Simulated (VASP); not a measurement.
Ge, 2 atoms in the cell. It takes space group Fd-3m (No. 227, cubic). Conventional cell: a = 5.658 Å, b = 5.658 Å, c = 5.658 Å, α = 90.00°, β = 90.00°, γ = 90.00°. Around Ge (site symmetry -43m) lie 4 Ge at 2.45 Å. 

- Program: VASP 6.6.1
- Task: relaxation of cell and atoms
- Functional: LDA
- Potentials or basis: VASP PAW LDA potentials, release 64 (Ge_d)
- Cutoff: 600 eV
- k mesh: 8 × 8 × 8
- Occupations: fermi-dirac, width 0.05 eV
- Spin: no spin polarisation
- Further INCAR settings: ALGO = Fast; EDIFF = 1e-06; IBRION = 2; EDIFFG = -0.02; NSW = 40; ISIF = 3

Potentials or basis: VASP PAW LDA potentials, release 64 (Ge_d).

Launch:

```console
$ cat potpaw_LDA.64/Ge_d/POTCAR > POTCAR
$ mpirun -np 1 vasp_std > vasp.out
```

Hardware: 1 thread of AMD EPYC 7R43 64-Core Processor (Zen 3) (shared host).

Problem. Estimate the wall time of this run.

Solution. Wall time 83 s on 1 thread of AMD EPYC 7R43 64-Core Processor (Zen 3), with other jobs on the host, peak memory 0.13 GiB. Counts: scf iterations 31, k points 29, ion steps 3.
